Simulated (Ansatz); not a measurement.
Computed with DFT PBE, scalar-relativistic, plane waves, PAW in Ansatz 0.2.0. Several structures of KF from a search were relaxed, and the powder pattern of one of them was computed from 10° to 70° in 2θ (λ = 1.5406 Å).

Cu Kα1 powder pattern (kinematic, no thermal factors).
| 2θ (°) | relative intensity |
| --- | --- |
| 10.58 | 100 |
| 21.25 | 14 |
| 24.35 | 6 |
| 28.71 | 15 |
| 32.12 | 23 |
| 33.84 | 40 |
| 35.55 | 19 |
| 36.00 | 2 |
| 40.31 | 9 |
| 43.28 | 3 |
| 45.01 | 1 |
| 47.35 | 26 |
| 48.61 | 12 |
| 49.90 | 6 |
| 53.62 | 3 |
| 55.10 | 1 |
| 55.18 | 2 |
| 56.05 | 5 |
| 57.44 | 4 |
| 59.46 | 12 |
| 66.08 | 1 |
| 67.10 | 3 |
| 67.17 | 2 |

Question: Which structure gives it?
1.

```cif
data_structure
_symmetry_space_group_name_H-M 'P-6m2'
_symmetry_Int_Tables_number 187
_cell_length_a 3.6921
_cell_length_b 3.6921
_cell_length_c 3.3627
_cell_angle_alpha 90.000
_cell_angle_beta 90.000
_cell_angle_gamma 120.000
_cell_volume 39.70
loop_
_atom_site_label
_atom_site_type_symbol
_atom_site_symmetry_multiplicity
_atom_site_Wyckoff_symbol
_atom_site_fract_x
_atom_site_fract_y
_atom_site_fract_z
_atom_site_occupancy
K1 K 1 b 0.00000 0.00000 0.50000 1
F1 F 1 e 0.66667 0.33333 0.00000 1
```

2.

```cif
data_structure
_symmetry_space_group_name_H-M 'P6_3/mmc'
_symmetry_Int_Tables_number 194
_cell_length_a 3.7828
_cell_length_b 3.7828
_cell_length_c 12.8568
_cell_angle_alpha 90.000
_cell_angle_beta 90.000
_cell_angle_gamma 120.000
_cell_volume 159.33
loop_
_atom_site_label
_atom_site_type_symbol
_atom_site_symmetry_multiplicity
_atom_site_Wyckoff_symbol
_atom_site_fract_x
_atom_site_fract_y
_atom_site_fract_z
_atom_site_occupancy
K1 K 2 c 0.33333 0.66667 0.25000 1
K2 K 2 a 0.00000 0.00000 0.00000 1
F1 F 4 f 0.33333 0.66667 0.62327 1
```

3.

```cif
data_structure
_symmetry_space_group_name_H-M 'Fm-3m'
_symmetry_Int_Tables_number 225
_cell_length_a 5.4201
_cell_length_b 5.4201
_cell_length_c 5.4201
_cell_angle_alpha 90.000
_cell_angle_beta 90.000
_cell_angle_gamma 90.000
_cell_volume 159.23
loop_
_atom_site_label
_atom_site_type_symbol
_atom_site_symmetry_multiplicity
_atom_site_Wyckoff_symbol
_atom_site_fract_x
_atom_site_fract_y
_atom_site_fract_z
_atom_site_occupancy
K1 K 4 a 0.00000 0.00000 0.00000 1
F1 F 4 b 0.50000 0.00000 0.00000 1
```

4.

```cif
data_structure
_symmetry_space_group_name_H-M 'I4/mmm'
_symmetry_Int_Tables_number 139
_cell_length_a 3.7428
_cell_length_b 3.7428
_cell_length_c 16.7091
_cell_angle_alpha 90.000
_cell_angle_beta 90.000
_cell_angle_gamma 90.000
_cell_volume 234.07
loop_
_atom_site_label
_atom_site_type_symbol
_atom_site_symmetry_multiplicity
_atom_site_Wyckoff_symbol
_atom_site_fract_x
_atom_site_fract_y
_atom_site_fract_z
_atom_site_occupancy
K1 K 4 e 0.00000 0.00000 0.16842 1
F1 F 4 e 0.00000 0.00000 0.32885 1
```

Answer: 4. Its strongest line, at 2θ = 10.58°, has d = λ/(2 sin θ) = 8.355 Å and is the (0 0 2) reflection of the conventional I4/mmm cell with a = 3.743 Å, c = 16.709 Å. The others have their strongest lines at 30.6° (P6_3/mmc); 33.0° (Fm-3m); 38.8° (P-6m2). In energy it lies 76 meV/atom above the lowest of those shown.

These are computed cells and needn't be stable.
